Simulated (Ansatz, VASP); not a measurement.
# MgS in VASP and in Ansatz

The input POSCAR:

```
MgS
1.0
   -0.0983390638      2.8174640826      2.8174640826
    2.8174640826     -0.0983390638      2.8174640826
    2.8174640826      2.8174640826     -0.0983390638
Mg S
1 1
Direct
   -0.0031660414     -0.0031660414     -0.0031660414
    0.2531660414      0.2531660414      0.2531660414
```

The input INCAR.step1:

```
  PREC = Accurate
  ENCUT = 520
  ISMEAR = 0
  SIGMA = 0.01
  LREAL = F
  LASPH = T
  NELM = 100
  NBANDS = 11
  GGA = PE
  ALGO = Normal
  EDIFF = 1E-4
  LWAVE = T
  LCHARG = F
```

The input INCAR.step2:

```
  PREC = Accurate
  ENCUT = 520
  EDIFF = 1E-6
  ISMEAR = 0
  SIGMA = 0.01
  LREAL = F
  LASPH = T
  NELM = 100
  ALGO = Normal
  ISIF = 2
  LWAVE = F
  LCHARG = F
  METAGGA = R2SCAN
  LMIXTAU = T
  NBANDS = 11
  ISTART = 1
```

The input KPOINTS:

```
regular mesh
0
Gamma
  8 8 8
```

Input for Ansatz:

```yaml
crystal:
  lattice:
    - [-0.0983390638, 2.8174640826, 2.8174640826]
    - [2.8174640826, -0.0983390638, 2.8174640826]
    - [2.8174640826, 2.8174640826, -0.0983390638]
  atoms:
    - { symbol: Mg, position: [-0.0031660414, -0.0031660414, -0.0031660414] }
    - { symbol: S, position: [0.2531660414, 0.2531660414, 0.2531660414] }
kpoints:
  mp_grid: { grid: [8, 8, 8] }
  band_path:
    path:
      - [0.0, 0.0, 0.0]
      - [-0.5, -0.5, 0.0]
      - [-0.375, -0.375, 0.25]
      - [-0.375, 0.0, 0.375]
      - [0.0, 0.0, 0.5]
      - [-0.5, -0.25, 0.25]
    npoints: 1
hamiltonian:
  xc: r2scan
scf:
  occupations: { method: fixed }
  n_extra_bands: 4
output:
  forces: true
  stress: true
  eigenvalues: true
  write_density: true
  write_potential: true
  elf: true
  volumetric_format: npy
```

Change from the starting cell: epitaxial_111 strain +3.0%.

Alike in both runs: task single point; functional r2SCAN; k mesh 8 × 8 × 8; no spin polarisation.

|  | VASP | Ansatz |
| --- | --- | --- |
| version | VASP 6.6.1 | Ansatz 0.2.0 |
| potentials or method | VASP PAW PBE potentials, release 64 (Mg, S) | plane waves, PAW |
| plane-wave cutoff (eV) | 520 | 500 |
| occupations | gaussian, width 0.01 eV | fixed |
| valence electrons in the cell | 8 | 16 |

|  | VASP | Ansatz | Ansatz less VASP |
| --- | --- | --- | --- |
| gap on the k mesh at the Fermi level (eV) | 3.71 | 3.73 | +0.014 |
| pressure (GPa) | -2.4 | -2.1 | +0.29 |
| largest component of the traceless stress (GPa) | 1.06 | 1.05 | -0.008 |

The two sets of potentials don't hold the same shells in valence.

Caveats: the PAW data sets were made with another functional, which shifts forces and pressure a little (VASP). A k mesh can miss the band edges.
